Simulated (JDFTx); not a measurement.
The system is Au.

```xyz
1
Lattice="-1.6573 1.6573 1.6573 1.6573 -1.6573 1.6573 1.6573 1.6573 -1.6573" Properties=species:S:1:pos:R:3 pbc="T T T"
Au    0.0000    0.0000    0.0000
```

This isn't the form of Au at room conditions, which is fcc.

| Item | Value |
| --- | --- |
| Program | JDFTx 1.7.0 (patched build) |
| Task | relaxation of cell and atoms |
| Functional | TPSS |
| Potentials or basis | SG15-PBE-1.2 with smoothed tails |
| Cutoff | 1088 eV |
| Density cutoff | 4354 eV |
| k mesh | 6 × 6 × 6 |
| Occupations | fermi-dirac, width 0.05 eV |
| Spin | no spin polarisation |

At the start: pressure -6.0 GPa; volume 18.21 Å³/atom.

**Question.** Where does the relaxation end?

**Answer.** Over 5 steps the energy falls by 14.7 meV/atom and the volume is 17.46 Å³/atom (-4.1 %); space group Im-3m (No. 229, to 0.05 Å).

Step by step:
```tsv
step	energy change (eV)	largest force (eV/Å)	pressure (GPa)	volume (Å³)
1	0.0000	0.0000	-6.02	18.21
2	-0.0056	0.0000	-4.83	18.04
3	-0.0147	0.0000	0.25	17.43
4	-0.0147	0.0000	0.02	17.46
5	-0.0147	0.0000	0.00	17.46
```

Final structure:
```xyz
1
Lattice="-1.6344 1.6344 1.6344 1.6344 -1.6344 1.6344 1.6344 1.6344 -1.6344" Properties=species:S:1:pos:R:3 pbc="T T T"
Au    0.0000    0.0000    0.0000
```

Caveat: the k mesh is coarse (spacing up to 0.45 Å⁻¹), so the values aren't converged; meta-GGA forces are noisy on this grid; the potentials were made for another functional, which shifts forces and pressure.
